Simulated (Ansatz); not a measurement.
Runs of Ansatz 0.2.0 on PbS. Symmetry: P-6m2, No. 187, hexagonal system. The conventional cell has a = 4.090 Å, b = 4.090 Å, c = 3.788 Å, α = 90.00°, β = 90.00°, γ = 120.00°. Pb (site symmetry -6m2) is surrounded by 6 S at 3.03 Å. S (site symmetry -6m2) has 6 Pb at 3.03 Å as nearest neighbours. Measurements of this composition are mostly on another form, of space group No. 225.

```tsv
task	level	cell	cutoff (eV)	points for each segment of the path	gap on the mesh (eV)	pressure (GPa)	relaxed volume (Å³/atom)
band structure	BLYP	as given	420	14	-	3.4	-
relaxation of cell and atoms	BLYP	relaxed	420	-	0.53	0.0	(b)
relaxation of cell and atoms	revPBE	relaxed	420	-	0.40	0.0	28.25
band structure	r2SCAN	as given	500	14	-	(a)	-
```

Alike in all rows: potentials or basis Ansatz PAW; no spin polarisation; k mesh 8 × 8 × 7; smearing fermi-dirac 0.05 eV.

Task: Estimate the missing entries.

Result: (a) -0.9; (b) 29.34.

Caveats: the PAW data sets come from PBE, with cores solved anew for the run's functional, which leaves a small shift of forces and pressure; spin-orbit coupling is left out, which moves the levels of the heavy elements (some runs); odd divisions of the mesh miss points on the zone boundary, where band edges often lie, so the gap on the mesh can be too wide (some runs); the plane-wave basis is chosen anew once the cell has moved, so the energies of steps on either side of that aren't comparable (some runs); spin-orbit coupling is left out, which as a rule narrows the gap of such compounds by several tenths of an eV (some runs).

A k mesh can miss the band edges, and the runs leave out spin-orbit coupling on Pb.

Runs at the PBE level aren't shown here.
